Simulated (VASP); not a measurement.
Ta2H: single point with HSE06

The system is Ta2H.

```
Ta H
1.0
     1.68834   -2.36578    0.00000
     1.68834    2.36578    0.00000
     0.00000    0.00000    4.76175
Ta H
2 1
Direct
  0.00000 0.50000 0.26443
  0.50000 0.00000 0.73557
  0.00000 0.00000 0.00000
```

The cell comes from a database or a generator and needn't be the stable form of this composition.

- Program: VASP 6.6.1
- Task: single point
- Functional: HSE06
- Potentials or basis: VASP PAW PBE potentials, release 64 (Ta_pv, H)
- Cutoff: 520 eV
- k mesh: 8 × 8 × 4
- Occupations: gaussian, width 0.1 eV
- Spin: no spin polarisation

```json
{
  "Pressure": "2.4 GPa",
  "Largest force": "0.106 eV/Å",
  "Band gap on the k mesh": "none (metal or under the smearing width)"
}
```

Forces on the atoms (eV/Å):
```
Ta   0.000  0.000 -0.106
Ta   0.000  0.000  0.106
H    0.000  0.000  0.000
```

Stress tensor (GPa, compression positive):
```
3.06 0.00 0.00
0.00 2.05 0.00
0.00 0.00 2.15
```

Levels at points of the mesh, in eV from the Fermi level:
| k point | band 7 | band 8 | band 9 | band 10 | band 11 | band 12 | band 13 | band 14 | band 15 | band 16 |
| --- | --- | --- | --- | --- | --- | --- | --- | --- | --- | --- |
| (0.00, 0.00, 0.00) | -11.19 | -5.26 | -3.68 | -1.07 | 0.49 | 0.54 | 0.99 | 3.95 | 4.25 | 4.41 |
| (0.50, 0.00, 0.00) | -8.16 | -3.88 | -3.21 | -2.21 | -1.18 | -1.13 | 3.46 | 3.58 | 5.00 | 5.04 |
| (0.50, 0.50, 0.00) | -8.07 | -5.27 | -4.47 | -2.76 | -0.55 | 4.09 | 4.62 | 6.71 | 6.83 | 6.94 |
| (0.00, 0.00, 0.50) | -9.77 | -6.86 | -2.59 | -1.36 | -0.97 | 0.42 | 2.87 | 3.54 | 3.69 | 3.86 |
| (0.50, 0.00, 0.50) | -8.83 | -5.20 | -2.23 | -2.07 | -0.95 | 0.62 | 3.91 | 3.97 | 5.12 | 5.13 |
| (0.50, 0.50, 0.50) | -7.54 | -3.62 | -3.56 | -2.56 | 0.39 | 0.42 | 1.00 | 1.94 | 6.72 | 7.35 |

It took 73 min on 1 thread of Intel(R) Xeon(R) 6975P-C (Granite Rapids) (shared host), peak memory 0.31 GiB.

Caveat: the PAW data sets were made with another functional, which shifts forces and pressure a little. The run has no spin-orbit coupling, so splittings on Ta are missing.
